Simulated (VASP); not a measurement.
# HfN (F-43m) in VASP: notebook

The runs below take HfN through single point, with PBEsol.

Everything below comes from runs of VASP 6.6.1. Logs are shortened: lines on timing, memory, paths and dates and some standing lists are left out, and cuts for length are marked.

## Step 1: Starting point

The structure is cubic, space group F-43m (No. 216). Conventional cell: a = 4.910 Å, b = 4.910 Å, c = 4.910 Å, α = 90.00°, β = 90.00°, γ = 90.00°. Hf (site symmetry -43m) has 4 N at 2.13 Å as nearest neighbours. N (site symmetry -43m) has 4 Hf at 2.13 Å as nearest neighbours.

The cell comes from a database or a generator and needn't be the stable form of this composition.

## Step 2: Single point, PBEsol

Contents of INCAR:

```
SYSTEM = HfN
PREC = Accurate ; ENCUT = 460
EDIFF = 0.001 ; ISMEAR = 0
SIGMA = 0.05 ; LREAL = .False.
LASPH = .True. ; NELM = 100
ALGO = Normal ; ISIF = 2
LWAVE = .False. ; LCHARG = .False.
GGA = PS ; ADDGRID = .False.
```

Contents of KPOINTS:

```
Automatic mesh
0
Gamma
  5 5 5
  0 0 0
```

Contents of POSCAR:

```
HfN
1.0
    0.0000000000      2.4548220000      2.4548220000
    2.4548220000      0.0000000000      2.4548220000
    2.4548220000      2.4548220000      0.0000000000
Hf N
1 1
Direct
    0.0013890000     -0.0035870000      0.0084710000
    0.2560200000      0.2829830000      0.2320270000
```

Potentials or basis: VASP PAW PBE potentials, release 64 (Hf_pv, N).

The run is started by

```console
$ cat potpaw_PBE.64/Hf_pv/POTCAR potpaw_PBE.64/N/POTCAR > POTCAR
$ mpirun -np 1 vasp_std > vasp.out
```

OUTCAR:

```text
SYSTEM = HfN
   PREC = Accurate
   ENCUT = 460
   EDIFF = 0.001
   ISMEAR = 0
   LREAL = .False.
   LASPH = .True.
   NELM = 100
   ISIF = 2
   GGA = PS

 Found     63 irreducible k-points:

 Following reciprocal coordinates:
            Coordinates               Weight
  0.000000  0.000000  0.000000      1.000000
  0.200000  0.000000  0.000000      2.000000
  0.000000  0.200000  0.000000      2.000000
  0.000000  0.000000  0.200000      2.000000
  0.200000  0.200000  0.200000      2.000000
  0.400000  0.000000  0.000000      2.000000
   k-points           NKPTS =     63   k-points in BZ     NKDIM =     63   number of bands    NBANDS=     11
   number of dos      NEDOS =    301   number of ions     NIONS =      2
   total plane-waves  NPLWV =  13824
   dimension x,y,z NGX =    24 NGY =   24 NGZ =   24
   dimension x,y,z NGXF=    48 NGYF=   48 NGZF=   48
   ions per type =               1   1
   NGX,Y,Z   is equivalent  to a cutoff of  11.49, 11.49, 11.49 a.u.
   NGXF,Y,Z  is equivalent  to a cutoff of  22.99, 22.99, 22.99 a.u.
 SYSTEM =  HfN
   PREC   = accura    normal or accurate (medium, high low for compatibility)
   ISTART =      0    job   : 0-new  1-cont  2-samecut
   ICHARG =      2    charge: 1-file 2-atom 10-const
   ISPIN  =      1    spin polarized calculation?
   LNONCOLLINEAR =      F non collinear calculations
   LSORBIT =      F    spin-orbit coupling
   LASPH  =      T    aspherical Exc in radial PAW
   ENCUT  =  460.0 eV  33.81 Ry    5.81 a.u.   6.07  6.07  6.07*2*pi/ulx,y,z
   NELM   =    100;   NELMIN=  2; NELMDL= -5     # of ELM steps
   EDIFF  = 0.1E-02   stopping-criterion for ELM
   LREAL  =      F    real-space projection
   EDIFFG = 0.1E-01   stopping-criterion for IOM
   NSW    =      0    number of steps for IOM
   IBRION =     -1    ionic relax: 0-MD 1-quasi-New 2-CG
   NFREE  =      0    steps in history (QN), initial steepest desc. (CG)
   ISIF   =      2    stress and relaxation
   ISYM   =      2    0-nonsym 1-usesym 2-fastsym
   POTIM  = 0.5000    time-step for ionic-motion
   TEBEG  =    0.0;   TEEND  =   0.0 temperature during run
   PSTRESS=    0.0 pullay stress
   NELECT =      15.0000    total number of electrons
   NUPDOWN=      -1.0000    fix difference up-down
   EMIN   =  10.00;   EMAX   =-10.00  energy-range for DOS
   EFERMI =   0.00;   METHOD = LEGACY
   ISMEAR =     0;   SIGMA  =   0.05  broadening in eV -4-tet -1-fermi 0-gaus
   EFERMI_NEDOS =   21; number of points for ismear=-14 and -15
   IALGO  =     38    algorithm
   IMIX   =      4    mixing-type and parameters
     AMIX     =   0.40;   BMIX     =  1.00
     AMIX_MAG =   1.60;   BMIX_MAG =  1.00
  volume/ion in A,a.u.               =      14.79        99.83
  Fermi-wavevector in a.u.,A,eV,Ry     =   1.305395  2.466839 23.185087  1.704056
  Thomas-Fermi vector in A             =   2.436267
   LORBIT       =      0    0 simple, 1 ext, 2 COOP (PROOUT), +10 PAW based schemes
   GGA     = PS    functional components
   LHFCALC =     F    Hartree Fock is set to
   AEXX    =    0.0000 exact exchange contribution
   IVDW    =     0    specifies the selected vdW correction
   LEPSILON=     F    determine dielectric tensor
   LRPA    =     F    only Hartree local field effects (RPA)
 non-spin polarized calculation
 Gauss-broadening in eV      SIGMA  =   0.05
  energy-cutoff  :      460.00
  volume of cell :       29.59
 maximum number of plane-waves:       678
   NGX = 13   NGY = 13   NGZ = 13

 number of electron      15.0000000 magnetization

 Free energy of the ion-electron system (eV)
  ---------------------------------------------------
  ext. energy  EPLUGINS =         0.00000000
  ---------------------------------------------------
  free energy    TOTEN  =       -22.14394214 eV

  energy without entropy =      -22.14287918  energy(sigma->0) =      -22.14341066

 E-fermi :   5.6301     XC(G=0): -11.3930

 val. band max:        5.6072838931   @ k =   0.2000  -0.2000  -0.2000
 cond. band min:       5.6651786708   @ k =   0.4000   0.4000   0.2000
 fundamental gap:      0.0578947777
 Fermi energy:         5.6301190878

 k-point     1 :       0.0000    0.0000    0.0000
  band No.  band energies     occupation
      1     -25.4456      2.00000
      2     -25.4415      2.00000
      3     -25.4373      2.00000
      4     -10.4955      2.00000
      5       0.0119      2.00000
      6       0.1562      2.00000
      7       0.3191      2.00000
      8       4.8439      2.00000
      9       7.7815      0.00000
     10       7.7981      0.00000
     11      11.5643      0.00000

 k-point     2 :       0.2000    0.0000    0.0000
  band No.  band energies     occupation
      1     -25.6133      2.00000
      2     -25.4684      2.00000
      3     -25.4587      2.00000
      4     -10.0641      2.00000
      5      -0.4205      2.00000
      6       0.3922      2.00000
      7       0.4801      2.00000
      8       6.3990      0.00000
      9       7.4105      0.00000
     10       7.4772      0.00000
     11      11.4882      0.00000

 k-point     3 :       0.0000    0.2000    0.0000
  band No.  band energies     occupation
      1     -25.6277      2.00000
      2     -25.4652      2.00000
      3     -25.4599      2.00000
      4     -10.0134      2.00000
      5      -0.4926      2.00000
      6       0.5111      2.00000
      7       0.5851      2.00000
      8       6.3583      0.00000
      9       7.2820      0.00000
     10       7.3299      0.00000
     11      11.9335      0.00000

 k-point     4 :       0.0000    0.0000    0.2000
  band No.  band energies     occupation
      1     -25.5991      2.00000
      2     -25.4674      2.00000
      3     -25.4617      2.00000
      4     -10.1143      2.00000
      5      -0.3018      2.00000
      6       0.2884      2.00000
      7       0.3230      2.00000
      8       6.5496      0.00000
      9       7.4804      0.00000
     10       7.5692      0.00000
     11      10.9802      0.00000

 k-point     5 :       0.2000    0.2000    0.2000
  band No.  band energies     occupation
      1     -25.6077      2.00000
      2     -25.4671      2.00000
      3     -25.4580      2.00000
      4     -10.0958      2.00000
      5      -0.3558      2.00000
      6       0.3243      2.00000
      7       0.3967      2.00000
      8       6.4804      0.00000
      9       7.4295      0.00000
     10       7.5683      0.00000
     11      11.1579      0.00000

 k-point     6 :       0.4000    0.0000    0.0000
  band No.  band energies     occupation
      1     -25.8768      2.00000
      2     -25.5064      2.00000
      3     -25.4917      2.00000
      4      -9.4474      2.00000
      5      -0.2911      2.00000
      6       0.6235      2.00000
      7       0.8679      2.00000
      8       7.2407      0.00000
      9       7.6237      0.00000
     10       8.2490      0.00000
     11       9.9993      0.00000

 [... further k-points ...]
[... 5 lines left out ...]
  --------------------------------------------------------------------------------------
  -------------------------------------------------------------------------------------
  Total       -0.8789817     -0.8779499     -0.9071636     -0.9324602     -0.3782855      0.5831372
  in kB      -47.5992803    -47.5434082    -49.1254079    -50.4952891    -20.4852038     31.5784848
  external PRESSURE =     -48.0893655 kB  Pullay stress =       0.0000000 kB

 VOLUME and BASIS-vectors are now :
 -----------------------------------------------------------------------------
  energy-cutoff  :      460.00
  volume of cell :       29.59
      direct lattice vectors                 reciprocal lattice vectors
     0.000000000  2.454822000  2.454822000    -0.203680756  0.203680756  0.203680756
     2.454822000  0.000000000  2.454822000     0.203680756 -0.203680756  0.203680756
     2.454822000  2.454822000  0.000000000     0.203680756  0.203680756 -0.203680756

 POSITION                                       TOTAL-FORCE (eV/Angst)
 -----------------------------------------------------------------------------------
      2.46681      0.02420      2.44943         0.334579     -0.608391      0.837324
      1.26426      1.19807      1.32316        -0.334579      0.608391     -0.837324
 -----------------------------------------------------------------------------------
    total drift:                                0.001164     -0.003323      0.006588

  FREE ENERGIE OF THE ION-ELECTRON SYSTEM (eV)
  ---------------------------------------------------
  free  energy   TOTEN  =       -22.1439421443 eV

  energy  without entropy=      -22.1428791778  energy(sigma->0) =      -22.14341066
```

Wall time 4.8 s (1 thread of Intel Xeon 6975P-C (Granite Rapids), shared host); peak memory 0.14 GiB.

The run converged, but some of its settings lie outside the range that counts as converged, so its numbers aren't taken as properties of the crystal.

Results:

```
Free energy            : -22.1439 eV
Pressure               : -4.8 GPa
Largest force          : 1.088 eV/Å
Band gap on the k mesh : none (metal or under the smearing width)
```

Caveat: the k mesh is coarse (spacing up to 0.44 Å⁻¹), so the values aren't converged; the cutoff is under 1.25 times the usual one of these potentials, so pressure, stress and relaxed cells hold a basis-set (Pulay) error; the PAW data sets were made with another functional, which shifts forces and pressure a little.

## Step 3: Single point, PBEsol

INCAR, as its differences from that of step 2:

```diff
@@ -2,3 +2,3 @@
 PREC = Accurate ; ENCUT = 460
-EDIFF = 0.001 ; ISMEAR = 0
+EDIFF = 1E-4 ; ISMEAR = 0
 SIGMA = 0.05 ; LREAL = .False.
```

KPOINTS is that of step 2.

Contents of POSCAR:

```
HfN
1.0
    0.0000000000      2.4548220000      2.4548220000
    2.4548220000      0.0000000000      2.4548220000
    2.4548220000      2.4548220000      0.0000000000
Hf N
1 1
Direct
    0.0000000000      0.0000000000      0.0000000000
    0.2500000000      0.2500000000      0.2500000000
```

Potentials or basis: VASP PAW PBE potentials, release 64 (Hf_pv, N).

The run is started by

```console
$ cat potpaw_PBE.64/Hf_pv/POTCAR potpaw_PBE.64/N/POTCAR > POTCAR
$ mpirun -np 1 vasp_std > vasp.out
```

Run time: 2.3 s. Hardware: 1 thread of Intel Xeon 6975P-C (Granite Rapids), shared host; peak memory 0.13 GiB.

The run converged, but some of its settings lie outside the range that counts as converged, so its numbers aren't taken as properties of the crystal.

What came out:

```
Free energy            : -22.1865 eV
Pressure               : -6.1 GPa
Band gap on the k mesh : none (metal or under the smearing width)
```

Caveat: the k mesh is coarse (spacing up to 0.44 Å⁻¹), so the values aren't converged; the cutoff is under 1.25 times the usual one of these potentials, so pressure, stress and relaxed cells hold a basis-set (Pulay) error; the PAW data sets were made with another functional, which shifts forces and pressure a little.
